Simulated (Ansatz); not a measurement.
**Ge, before and after**

A trial structure of Ge was built thus: 3-, 6-connected net of one element (I4_1/amd, No. 141). The dimensions are guesses.

start.cif

```cif
data_structure
_symmetry_space_group_name_H-M 'I4_1/amd:1'
_symmetry_Int_Tables_number 141
_cell_length_a 4.5202
_cell_length_b 4.5202
_cell_length_c 10.9007
_cell_angle_alpha 90.000
_cell_angle_beta 90.000
_cell_angle_gamma 90.000
_cell_volume 222.73
loop_
_atom_site_label
_atom_site_type_symbol
_atom_site_symmetry_multiplicity
_atom_site_Wyckoff_symbol
_atom_site_fract_x
_atom_site_fract_y
_atom_site_fract_z
_atom_site_occupancy
Ge1 Ge 8 e 0.50000 0.50000 0.28721 1
Ge2 Ge 4 a 0.00000 0.00000 0.00000 1
```

All numbers below come from Ansatz, DFT PBE, scalar-relativistic, plane waves, PAW. Cutoff 420 eV, Gaussian smearing, Γ-centred meshes. Cell and atoms relax first on a coarse mesh and then on a finer one. In between, the cell is made exact in the group found at 0.06 Å. In metals the finer mesh still leaves noise of several meV/atom or more. The steps can't lower the symmetry of their start. No spin polarisation.

end.cif

```cif
data_structure
_symmetry_space_group_name_H-M 'I4_1/amd:1'
_symmetry_Int_Tables_number 141
_cell_length_a 5.2017
_cell_length_b 5.2017
_cell_length_c 2.8532
_cell_angle_alpha 90.000
_cell_angle_beta 90.000
_cell_angle_gamma 90.000
_cell_volume 77.20
loop_
_atom_site_label
_atom_site_type_symbol
_atom_site_symmetry_multiplicity
_atom_site_Wyckoff_symbol
_atom_site_fract_x
_atom_site_fract_y
_atom_site_fract_z
_atom_site_occupancy
Ge1 Ge 4 a 0.00000 0.50000 0.25000 1
```

The symmetry stays I4_1/amd (No. 141). The end has the beta-tin type. The volume per atom grows by 4.0 %, from 18.6 to 19.3 Å³. The shortest distance goes from 2.30 Å (Ge–Ge) to 2.70 Å (Ge–Ge). The ratio c/a of the conventional cell changes by a factor of 0.23. The energy falls by about 1.1 eV/atom (the start's value is from the coarse mesh). The end is written in a standard setting, so origin, axes and order of atoms can differ from the start's.

```yaml
Volume_per_atom: 19.30 Å³
Density: 6.25 g/cm³
Energy_over_the_standard_state: +0.23 eV/atom
Gap_on_the_22×22×22_mesh_of_the_2-atom_cell: 0 eV (a metal)
```

Energies count from the standard state of Ge at the same level. So it is a metastable form at best.

The last run used Gaussian smearing of 0.10 eV. A structure relaxed within its symmetry needn't be a true minimum. In all, the 3 runs took 16 min on 1 thread of Intel(R) Xeon(R) Processor @ 2.50GHz (Skylake/Cascade Lake) (shared host).
